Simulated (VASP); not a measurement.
# A vacancy on the Au site in ZnAu

Wanted: what a vacancy on the Au site costs in ZnAu and how the lattice relaxes round it. The start is a cell from a database of measured crystal structures.

Calculated with VASP 6.6.1; PBE; plane waves and PAW (Au, Zn), in the first sound run; inputs show where later runs differ.

Report form: the programs' logs are mostly left out.

## Step 1: The host crystal

The structure is cubic, space group Pm-3m (No. 221). The conventional cell has a = 3.147 Å, b = 3.147 Å, c = 3.147 Å, α = 90.00°, β = 90.00°, γ = 90.00°. Au has 8 Zn at 2.73 Å nearest. Zn has 8 Au at 2.73 Å nearest. Farther neighbours are not listed.

## Step 2: The host at zero pressure

First cell and atoms are relaxed at a raised cutoff, so that later runs start from this functional's own cell.

File INCAR:

```
SYSTEM = ZnAu
PREC = Accurate
ENCUT = 360
EDIFF = 1E-06
NELM = 120
ISMEAR = 1
SIGMA = 0.15
LREAL = .FALSE.
ALGO = Normal
GGA = PE
NBANDS = 17
LASPH = .TRUE.
LORBIT = 11
LWAVE = .FALSE.
LCHARG = .FALSE.
KPAR = 4
IBRION = 2
NSW = 40
ISIF = 3
EDIFFG = -0.02
POTIM = 0.4
```

File POSCAR:

```
ZnAu
1.0
    3.1470000000      0.0000000000      0.0000000000
    0.0000000000      3.1470000000      0.0000000000
    0.0000000000      0.0000000000      3.1470000000
Au Zn
1 1
Direct
    0.0000000000      0.0000000000      0.0000000000
    0.5000000000      0.5000000000      0.5000000000
```

File KPOINTS:

```
Automatic mesh
0
Gamma
10 10 10
0 0 0
```

Potentials, in the order of the species: Au and Zn (PBE family, release 64).

Launch:

```console
$ mpirun -np 4 vasp_std
```

The job ended after 6.8 s (4 MPI ranks of Intel Xeon 6975P-C (Granite Rapids), shared host; peak memory 0.55 GiB).

This run has no spin polarisation. Its electron count is odd, so without a moment it is a metal by construction. The run keeps the 48 symmetry operations of its start, so it cannot find a distortion of lower symmetry.

Step by step:

| step | energy less that of the first step (eV) | largest force (eV/Å) | pressure (GPa) | volume (Å³) |
| --- | --- | --- | --- | --- |
| 1 | 0.0000 | 0.0000 | 4.19 | 31.17 |
| 2 | -0.0103 | 0.0000 | -1.70 | 32.66 |
| 3 | -0.0129 | 0.0000 | 0.07 | 32.18 |

| conventional cell, symmetrised | before | after | change |
| --- | --- | --- | --- |
| a (Å) | 3.147 | 3.181 | +1.1 % |
| b (Å) | 3.147 | 3.181 | +1.1 % |
| c (Å) | 3.147 | 3.181 | +1.1 % |
| volume (Å³/atom) | 15.58 | 16.09 | +3.3 % |

Final coordinates:

```cif
data_structure
_symmetry_space_group_name_H-M 'P 1'
_symmetry_Int_Tables_number 1
_cell_length_a 3.1808
_cell_length_b 3.1808
_cell_length_c 3.1808
_cell_angle_alpha 90.000
_cell_angle_beta 90.000
_cell_angle_gamma 90.000
_cell_volume 32.18
loop_
_atom_site_label
_atom_site_type_symbol
_atom_site_fract_x
_atom_site_fract_y
_atom_site_fract_z
_atom_site_occupancy
Au1 Au 0.00000 0.00000 0.00000 1
Zn2 Zn 0.50000 0.50000 0.50000 1
```

This step gave:

| Item | Value |
| --- | --- |
| electronic cycles | 26 |
| electrons | 23 |
| free energy (TOTEN) | -4.744 eV |
| energy at zero smearing | -4.744 eV |
| Fermi energy | 6.704 eV |
| labelled metallic, from the levels on this mesh | yes |

The run ended after 3 ionic steps, 0.013 eV below its first step, once forces and stress met EDIFFG = -0.02.

## Step 3: The perfect supercell

System of this step: ZnAu. It takes space group Pm-3m (No. 221, cubic). Conventional cell: a = 3.181 Å, b = 3.181 Å, c = 3.181 Å, α = 90.00°, β = 90.00°, γ = 90.00°. Nearest to Au lie 8 Zn at 2.75 Å. Zn has 8 Au at 2.75 Å nearest. Farther neighbours are not listed.

The same cell, mesh and cutoff without the defect give the energy to subtract and, in a gapped host, the band edges to count from, so that most errors cancel.

File INCAR:

```
SYSTEM = ZnAu
PREC = Normal
ENCUT = 300
EDIFF = 1E-05
NELM = 120
ISMEAR = 1
SIGMA = 0.2
LREAL = Auto
ALGO = Fast
GGA = PE
NBANDS = 216
LASPH = .TRUE.
LORBIT = 11
LWAVE = .FALSE.
LCHARG = .FALSE.
KPAR = 4
```

File POSCAR:

```
ZnAu
1.0
    0.0000000000      6.3615771062      6.3615771062
    6.3615771062      0.0000000000      6.3615771062
    6.3615771062      6.3615771062      0.0000000000
Au Zn
16 16
Direct
    0.0000000000      0.0000000000      0.0000000000
    0.5000000000      0.0000000000      0.0000000000
    0.0000000000      0.5000000000      0.0000000000
    0.0000000000      0.0000000000      0.5000000000
    0.2500000000      0.2500000000      0.2500000000
    0.5000000000      0.5000000000      0.0000000000
    0.5000000000      0.0000000000      0.5000000000
    0.7500000000      0.2500000000      0.2500000000
    0.0000000000      0.5000000000      0.5000000000
    0.2500000000      0.7500000000      0.2500000000
    0.2500000000      0.2500000000      0.7500000000
    0.5000000000      0.5000000000      0.5000000000
    0.7500000000      0.7500000000      0.2500000000
    0.7500000000      0.2500000000      0.7500000000
    0.2500000000      0.7500000000      0.7500000000
    0.7500000000      0.7500000000      0.7500000000
    0.1250000000      0.1250000000      0.1250000000
    0.6250000000      0.1250000000      0.1250000000
    0.1250000000      0.6250000000      0.1250000000
    0.1250000000      0.1250000000      0.6250000000
    0.3750000000      0.3750000000      0.3750000000
    0.6250000000      0.6250000000      0.1250000000
    0.6250000000      0.1250000000      0.6250000000
    0.8750000000      0.3750000000      0.3750000000
    0.1250000000      0.6250000000      0.6250000000
    0.3750000000      0.8750000000      0.3750000000
    0.3750000000      0.3750000000      0.8750000000
    0.6250000000      0.6250000000      0.6250000000
    0.8750000000      0.8750000000      0.3750000000
    0.8750000000      0.3750000000      0.8750000000
    0.3750000000      0.8750000000      0.8750000000
    0.8750000000      0.8750000000      0.8750000000
```

File KPOINTS:

```
Automatic mesh
0
Gamma
3 3 3
0 0 0
```

Launch:

```console
$ mpirun -np 4 vasp_std
```

Wall time 33 s (4 MPI ranks); peak memory 1.3 GiB.

The k-mesh is coarse for a metal.

Numbers from this step:

* electronic cycles: 14
* electrons: 368
* free energy (TOTEN): -76.1755 eV
* energy at zero smearing: -76.1689 eV
* Fermi energy: 6.766 eV

The host is treated as a metal, as its relaxation found a gap under 0.3 eV or none, and only the neutral defect is run.

## Step 4: Reference Au

This step: PBE; plane waves and PAW (Au) (VASP 6.6.1).

System of this step: Au. The structure is cubic, space group Fm-3m (No. 225). Conventional cell: a = 4.080 Å, b = 4.080 Å, c = 4.080 Å, α = 90.00°, β = 90.00°, γ = 90.00°. Nearest to Au lie 12 Au at 2.88 Å.

The reference for Au is its crystal, relaxed at the cutoff of the large cell.

File INCAR:

```
SYSTEM = Au
PREC = Normal
ENCUT = 300
EDIFF = 1E-05
NELM = 120
ISMEAR = 1
SIGMA = 0.1
LREAL = Auto
ALGO = Fast
GGA = PE
NBANDS = 11
LASPH = .TRUE.
LORBIT = 11
LWAVE = .FALSE.
LCHARG = .FALSE.
KPAR = 4
IBRION = 2
NSW = 25
ISIF = 3
EDIFFG = -0.02
POTIM = 0.4
```

File POSCAR:

```
Au
1.0
    0.0000000000      2.0400000000      2.0400000000
    2.0400000000      0.0000000000      2.0400000000
    2.0400000000      2.0400000000      0.0000000000
Au
1
Direct
    0.0000000000      0.0000000000      0.0000000000
```

File KPOINTS:

```
Automatic mesh
0
Gamma
11 11 11
0 0 0
```

PAW data sets: Au (PBE family, release 64).

Launch:

```console
$ mpirun -np 4 vasp_std
```

Wall time 4 s (4 MPI ranks); peak memory 0.4 GiB; 7.3 s of CPU time.

Relaxation path:

| step | energy less that of the first step (eV) | largest force (eV/Å) | pressure (GPa) | volume (Å³) |
| --- | --- | --- | --- | --- |
| 1 | 0.0000 | 0.0000 | 8.27 | 16.98 |
| 2 | -0.0069 | 0.0000 | -4.57 | 18.76 |
| 3 | -0.0223 | 0.0000 | 0.05 | 17.88 |

| conventional cell, symmetrised | before | after | change |
| --- | --- | --- | --- |
| a (Å) | 4.080 | 4.151 | +1.7 % |
| b (Å) | 4.080 | 4.151 | +1.7 % |
| c (Å) | 4.080 | 4.151 | +1.7 % |
| volume (Å³/atom) | 16.98 | 17.88 | +5.3 % |

Final coordinates:

```xyz
1
Lattice="0.0000 2.0754 2.0754 2.0754 0.0000 2.0754 2.0754 2.0754 0.0000" Properties=species:S:1:pos:R:3 pbc="T T T"
Au    0.0000    0.0000    0.0000
```

This step gave:

```
electronic cycles   : 24
electrons           : 11
free energy (TOTEN) : -3.229 eV
Fermi energy        : 8.859 eV
```

The run ended after 3 ionic steps, 0.022 eV below its first step, once forces and stress met EDIFFG = -0.02.

Energy at zero smearing: -3.22947 eV.

## Step 5: Reference Zn

This step: PBE; plane waves and PAW (Zn) (VASP 6.6.1).

System of this step: Zn. The structure is hexagonal, space group P6_3/mmc (No. 194). Conventional cell: a = 2.660 Å, b = 2.660 Å, c = 4.937 Å, α = 90.00°, β = 90.00°, γ = 120.00°. Nearest to Zn lie 12 Zn at 2.66 to 2.91 Å.

Zn is not exchanged here; its energy serves the host's formation enthalpy.

Edit INCAR of step 4 so:

```diff
@@ -1,2 +1,2 @@
-SYSTEM = Au
+SYSTEM = Zn
 PREC = Normal
@@ -10,4 +10,3 @@
 GGA = PE
-NBANDS = 11
-LASPH = .TRUE.
+NBANDS = 18
 LORBIT = 11
@@ -16,2 +15,3 @@
 KPAR = 4
+LASPH = .TRUE.
 IBRION = 2
```

File POSCAR:

```
Zn
1.0
    2.6600000000      0.0000000000      0.0000000000
   -1.3300000000      2.3036275741      0.0000000000
    0.0000000000      0.0000000000      4.9369600000
Zn
2
Direct
    0.0000000000      0.0000000000      0.0000000000
    0.3333333333      0.6666666667      0.5000000000
```

File KPOINTS:

```
Automatic mesh
0
Gamma
11 11 6
0 0 0
```

Potentials, in the order of the species: Zn (PBE family, release 64).

Launch:

```console
$ mpirun -np 4 vasp_std
```

The job ended after 11 s (4 MPI ranks; peak memory 0.45 GiB).

The run keeps the 24 symmetry operations of its start, so it cannot find a distortion of lower symmetry.

The steps of the relaxation:

| step | energy less that of the first step (eV) | largest force (eV/Å) | pressure (GPa) | volume (Å³) |
| --- | --- | --- | --- | --- |
| 1 | 0.0000 | 0.0000 | 0.14 | 30.25 |
| 2 | -0.0013 | 0.0000 | 0.97 | 30.30 |
| 3 | -0.0051 | 0.0000 | -0.51 | 30.43 |
| 4 | -0.0055 | 0.0000 | -0.22 | 30.18 |
| 5 | -0.0055 | 0.0000 | -0.07 | 30.17 |
| 6 | -0.0056 | 0.0000 | -0.57 | 30.10 |
| 7 | -0.0045 | 0.0000 | 0.60 | 29.90 |
| 8 | -0.0055 | 0.0000 | 0.45 | 30.03 |
| 9 | -0.0056 | 0.0000 | 0.68 | 30.07 |
| 10 | -0.0056 | 0.0000 | -0.11 | 30.08 |

| conventional cell, symmetrised | before | after | change |
| --- | --- | --- | --- |
| a (Å) | 2.660 | 2.681 | +0.8 % |
| b (Å) | 2.660 | 2.681 | +0.8 % |
| c (Å) | 4.937 | 4.833 | -2.1 % |
| volume (Å³/atom) | 15.13 | 15.04 | -0.6 % |

The relaxed structure:

```xyz
2
Lattice="2.6811 0.0000 0.0000 -1.3406 2.3219 0.0000 0.0000 0.0000 4.8326" Properties=species:S:1:pos:R:3 pbc="T T T"
Zn    0.0000    0.0000    0.0000
Zn    0.0000    1.5479    2.4163
```

Numbers from this step:

- electronic cycles: 58
- electrons: 24
- free energy (TOTEN): -2.210 eV
- Fermi energy: 3.216 eV

The run ended after 10 ionic steps, 0.006 eV below its first step, once forces and stress met EDIFFG = -0.02.

The edges of the cell as typed change unequally, by -2.1 to +0.8 %. In a metal that hangs on the k mesh, which was not refined here; the energy is less touched by it than the shape.

Energy at zero smearing: -2.20959 eV.

## Step 6: Relaxing the defect

This step: PBE; plane waves and PAW (Au, Zn) (VASP 6.6.1).

System of this step: Zn16Au15. The cell holds 31 atoms: 15 Au and 16 Zn. Its edges and angles: a = 8.997 Å, b = 8.997 Å, c = 8.997 Å, α = 60.0°, β = 60.0°, γ = 60.0°. It derives from ZnAu. Nearest the centre at fractional (0.000, 0.000, 0.000): Zn28 at 2.75 Å, Zn31 at 2.75 Å, Zn17 at 2.75 Å, Zn18 at 2.75 Å, Zn29 at 2.75 Å, Zn19 at 2.75 Å, Zn30 at 2.75 Å, Zn16 at 2.75 Å.

The host is treated as a metal, since its gap is under 0.3 eV or closed. The run keeps 48 symmetry operations, which cuts the number of k-points but bars distortions that break them. The atoms relax at the host's fixed cell.

File INCAR:

```
SYSTEM = Zn16Au15
PREC = Normal
ENCUT = 300
EDIFF = 1E-05
NELM = 120
ISMEAR = 1
SIGMA = 0.2
LREAL = Auto
ALGO = Fast
GGA = PE
NBANDS = 208
LASPH = .TRUE.
LORBIT = 11
LWAVE = .FALSE.
LCHARG = .TRUE.
KPAR = 4
IBRION = 2
NSW = 50
ISIF = 2
EDIFFG = -0.03
POTIM = 0.4
MAXMIX = 40
ISYM = 2
```

File POSCAR:

```
Zn16Au15
1.0
    0.0000000000      6.3615771062      6.3615771062
    6.3615771062      0.0000000000      6.3615771062
    6.3615771062      6.3615771062      0.0000000000
Au Zn
15 16
Direct
    0.5000000000      0.0000000000      0.0000000000
    0.0000000000      0.5000000000      0.0000000000
    0.0000000000      0.0000000000      0.5000000000
    0.2500000000      0.2500000000      0.2500000000
    0.5000000000      0.5000000000      0.0000000000
    0.5000000000      0.0000000000      0.5000000000
    0.7500000000      0.2500000000      0.2500000000
    0.0000000000      0.5000000000      0.5000000000
    0.2500000000      0.7500000000      0.2500000000
    0.2500000000      0.2500000000      0.7500000000
    0.5000000000      0.5000000000      0.5000000000
    0.7500000000      0.7500000000      0.2500000000
    0.7500000000      0.2500000000      0.7500000000
    0.2500000000      0.7500000000      0.7500000000
    0.7500000000      0.7500000000      0.7500000000
    0.1250000000      0.1250000000      0.1250000000
    0.6250000000      0.1250000000      0.1250000000
    0.1250000000      0.6250000000      0.1250000000
    0.1250000000      0.1250000000      0.6250000000
    0.3750000000      0.3750000000      0.3750000000
    0.6250000000      0.6250000000      0.1250000000
    0.6250000000      0.1250000000      0.6250000000
    0.8750000000      0.3750000000      0.3750000000
    0.1250000000      0.6250000000      0.6250000000
    0.3750000000      0.8750000000      0.3750000000
    0.3750000000      0.3750000000      0.8750000000
    0.6250000000      0.6250000000      0.6250000000
    0.8750000000      0.8750000000      0.3750000000
    0.8750000000      0.3750000000      0.8750000000
    0.3750000000      0.8750000000      0.8750000000
    0.8750000000      0.8750000000      0.8750000000
```

File KPOINTS:

```
Automatic mesh
0
Gamma
3 3 3
0 0 0
```

Potentials, in the order of the species: Au and Zn (PBE family, release 64).

Launch:

```console
$ mpirun -np 4 vasp_std
```

It took 3.6 min on 4 MPI ranks; peak memory 1.4 GiB; 14 min of CPU time.

The steps of the relaxation:

| step | energy less that of the first step (eV) | largest force (eV/Å) |
| --- | --- | --- |
| 1 | 0.0000 | 0.3350 |
| 2 | -0.0529 | 0.2755 |
| 3 | -0.1386 | 0.1764 |
| 4 | -0.1358 | 0.2899 |
| 5 | -0.1680 | 0.0900 |
| 6 | -0.1680 | 0.0992 |
| 7 | -0.1681 | 0.0926 |
| 8 | -0.1777 | 0.0654 |
| 9 | -0.1867 | 0.0431 |
| 10 | -0.1790 | 0.1192 |
| 11 | -0.1880 | 0.0424 |
| 12 | -0.1899 | 0.0300 |

The atoms that moved most (Å):

| atom | dx | dy | dz | length |
| --- | --- | --- | --- | --- |
| Zn28 | -0.058 | -0.058 | 0.058 | 0.100 |
| Zn18 | 0.058 | -0.058 | 0.058 | 0.100 |
| Zn30 | 0.058 | -0.058 | -0.058 | 0.100 |
| Zn19 | 0.058 | 0.058 | -0.058 | 0.100 |
| Zn17 | -0.058 | 0.058 | 0.058 | 0.100 |
| Zn29 | -0.058 | 0.058 | -0.058 | 0.100 |
| Zn16 | -0.058 | -0.058 | -0.058 | 0.100 |
| Zn31 | 0.058 | 0.058 | 0.058 | 0.100 |

Final coordinates:

```cif
data_structure
_symmetry_space_group_name_H-M 'P 1'
_symmetry_Int_Tables_number 1
_cell_length_a 8.9966
_cell_length_b 8.9966
_cell_length_c 8.9966
_cell_angle_alpha 60.000
_cell_angle_beta 60.000
_cell_angle_gamma 60.000
_cell_volume 514.90
loop_
_atom_site_label
_atom_site_type_symbol
_atom_site_fract_x
_atom_site_fract_y
_atom_site_fract_z
_atom_site_occupancy
Au1 Au 0.50000 0.00000 0.00000 1
Au2 Au 0.00000 0.50000 0.00000 1
Au3 Au 0.00000 0.00000 0.50000 1
Au4 Au 0.25000 0.25000 0.25000 1
Au5 Au 0.50000 0.50000 0.00000 1
Au6 Au 0.50000 0.00000 0.50000 1
Au7 Au 0.75444 0.24556 0.24556 1
Au8 Au 0.00000 0.50000 0.50000 1
Au9 Au 0.24556 0.75444 0.24556 1
Au10 Au 0.24556 0.24556 0.75444 1
Au11 Au 0.50000 0.50000 0.50000 1
Au12 Au 0.75444 0.75444 0.24556 1
Au13 Au 0.75444 0.24556 0.75444 1
Au14 Au 0.24556 0.75444 0.75444 1
Au15 Au 0.75000 0.75000 0.75000 1
Zn16 Zn 0.12046 0.12046 0.12046 1
Zn17 Zn 0.63863 0.12046 0.12046 1
Zn18 Zn 0.12046 0.63863 0.12046 1
Zn19 Zn 0.12046 0.12046 0.63863 1
Zn20 Zn 0.37559 0.37559 0.37559 1
Zn21 Zn 0.62441 0.62441 0.12676 1
Zn22 Zn 0.62441 0.12676 0.62441 1
Zn23 Zn 0.87324 0.37559 0.37559 1
Zn24 Zn 0.12676 0.62441 0.62441 1
Zn25 Zn 0.37559 0.87324 0.37559 1
Zn26 Zn 0.37559 0.37559 0.87324 1
Zn27 Zn 0.62441 0.62441 0.62441 1
Zn28 Zn 0.87954 0.87954 0.36137 1
Zn29 Zn 0.87954 0.36137 0.87954 1
Zn30 Zn 0.36137 0.87954 0.87954 1
Zn31 Zn 0.87954 0.87954 0.87954 1
```

This step gave:

```yaml
electronic_cycles: 101
electrons: 357
free_energy_toten: -72.4648 eV
energy_at_zero_smearing: -72.4720 eV
fermi_energy: 6.18 eV
```

Valence density in the ac plane at fractional y = 0.000, through the centre, with atoms of Au within 0.45 Å of it. It is the smooth field of the valence electrons, not physical close to the nuclei.

Values in e/Å³, 13 rows by 16 columns, each cell a mean:
```
0.0 0.0 0.1 0.1 0.2 0.2 0.4 1.8 3.1 2.0 0.5 0.2 0.2 0.1 0.1 0.0
0.1 0.0 0.1 0.1 0.3 0.3 0.2 0.3 0.7 0.8 0.3 0.2 0.3 0.4 0.2 0.1
0.1 0.1 0.1 0.1 0.2 0.3 0.3 0.1 0.2 0.2 0.2 0.1 0.2 0.3 0.3 0.2
0.2 0.2 0.3 0.2 0.2 0.2 0.2 0.2 0.1 0.2 0.3 0.2 0.1 0.2 0.2 0.2
0.3 0.2 0.3 0.3 0.2 0.2 0.5 0.5 0.3 0.2 0.3 0.3 0.2 0.2 0.5 0.5
1.9 0.6 0.2 0.2 0.2 0.3 1.3 2.6 1.9 0.6 0.2 0.2 0.2 0.3 1.2 2.6
3.9 1.8 0.4 0.1 0.1 0.2 0.9 3.0 3.9 1.8 0.4 0.1 0.1 0.2 0.8 3.0
1.8 1.5 0.5 0.2 0.2 0.2 0.3 0.8 1.8 1.5 0.5 0.2 0.2 0.2 0.3 0.8
0.3 0.3 0.2 0.2 0.2 0.3 0.2 0.2 0.3 0.3 0.2 0.2 0.3 0.4 0.3 0.2
0.2 0.2 0.2 0.1 0.1 0.2 0.2 0.1 0.1 0.2 0.2 0.2 0.2 0.3 0.3 0.2
0.1 0.2 0.4 0.3 0.2 0.2 0.2 0.2 0.2 0.2 0.4 0.3 0.2 0.1 0.1 0.1
0.1 0.1 0.3 0.3 0.2 0.3 0.9 1.4 0.8 0.3 0.2 0.3 0.2 0.1 0.0 0.0
0.0 0.0 0.1 0.1 0.2 0.3 1.3 3.3 3.3 1.2 0.2 0.2 0.1 0.1 0.0 0.0
```
Columns run along a (9.0 Å), rows up along c (9.0 Å). Atoms in or near the plane, at fractional coordinates: Au at (0.50, 0.00), Au at (0.00, 0.50), Au at (0.50, 0.50).

The run ended after 12 ionic steps, 0.190 eV below its first step, once the forces on the free atoms met EDIFFG = -0.03.

The 8 first neighbours (Zn) lie 2.75 Å from the site in the perfect crystal and 2.65 Å on average after the relaxation (-3.6 %).

## Step 7: Formation energies

This step: point defect, PBE; plane waves and PAW (VASP 6.6.1).

This step runs nothing: it gathers the runs above.

This step gave:

```
formation energy of the neutral defect : 0.4675 eV
host formation enthalpy                : -0.2131 eV/atom
```

Formation energy:

| formation energy (eV) | largest move (Å) |
| --- | --- |
| 0.4675 | 0.1001 |

The formation energy is the energy of the relaxed defect cell less that of the perfect cell, with each removed atom booked to its reference and each added atom taken from it.

References, in eV an atom: Au -3.229 (crystal Fm-3m) and Zn -1.105 (crystal P6_3/mmc). They were run at the supercell's cutoff and functional, without U, and count both elements from their own phases.

## Step 8: Results

```
formation energy at charge 0 : 0.467 eV
host formation enthalpy      : -0.213 eV/atom
```

What this shows: A vacancy on the Au site costs 0.47 eV, with every exchanged atom at the energy of its element. The 8 first neighbours (Zn) lie 2.75 Å from the site in the perfect crystal and 2.65 Å on average after the relaxation (-3.6 %). With metallic smearing the value can move by tenths of an eV with the k mesh. The supercell of 32 atoms is small, so interactions between images remain.

[Lines on the potential files, build, host, timing and source positions are cut from VASP's logs without a mark.]

[Logs are printed without paths, hosts, clocks, repeated set-up lines and the standing remarks that a program may print on its own settings, such as how far it seeks lower states.]

[Hosts, paths, dates, database ids (printed as entryN), source tags and the programs' standing remarks are cut or masked in the printed files.]

[In band tables of VASP the shares of atoms and orbitals are scaled to a sum of 1 inside the atoms' spheres.]

[Runs that stopped without an error message from VASP are left out.]
